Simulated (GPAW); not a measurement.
A run of GPAW 26.7.0:

The input run.py:

```python
from ase import Atoms
from ase.dft.bandgap import bandgap
from ase.io import write
from ase.units import GPa
from gpaw import GPAW, PW

atoms = Atoms(['Hg'],
              cell=[[2.049491, -2.682704, 0.012444],
                    [2.168985, 2.777685, -0.008189],
                    [-2.097217, -0.058449, 2.850744]],
              scaled_positions=[[-0.002089, -0.009662, -0.006611]],
              pbc=True)

calc = GPAW(mode=PW(600),
            xc='PBE',
            kpts={'size': (9, 9, 9), 'gamma': True},
            occupations={'name': 'fermi-dirac', 'width': 0.05},
            nbands=13,
            convergence={'density': 1e-05, 'energy': 1e-05},
            maxiter=150,
            txt='gpaw.txt')
atoms.calc = calc
energy = atoms.get_potential_energy()
forces = atoms.get_forces()
stress = atoms.get_stress()
calc.write('gs.gpw')
write('result.traj', atoms)
print(f'Energy: {energy:.6f} eV')
print('Forces (eV/A):')
print(forces.round(4))
print('Stress (GPa):', (stress / GPa).round(3))
print('Fermi level:', round(calc.get_fermi_level(), 4), 'eV')
print(f'Gap: {bandgap(calc)[0]:.4f} eV, direct: {bandgap(calc, direct=True)[0]:.4f} eV')
```

Potentials or basis: GPAW PAW data sets (gpaw-data 1.2.1), pw.

Launch:

```console
$ OMP_NUM_THREADS=1 python run.py
```

Hardware: 1 thread of Intel(R) Xeon(R) Platinum 8259CL CPU @ 2.50GHz (Skylake/Cascade Lake), with other jobs on the host.

Question: How long does it take, and how much memory?

Answer: Wall time 73 s on 1 thread of Intel(R) Xeon(R) Platinum 8259CL CPU @ 2.50GHz (Skylake/Cascade Lake), on a shared host, peak memory 0.28 GiB. Counts: scf iterations 9, plane waves 1113, bands 13, k points 365.
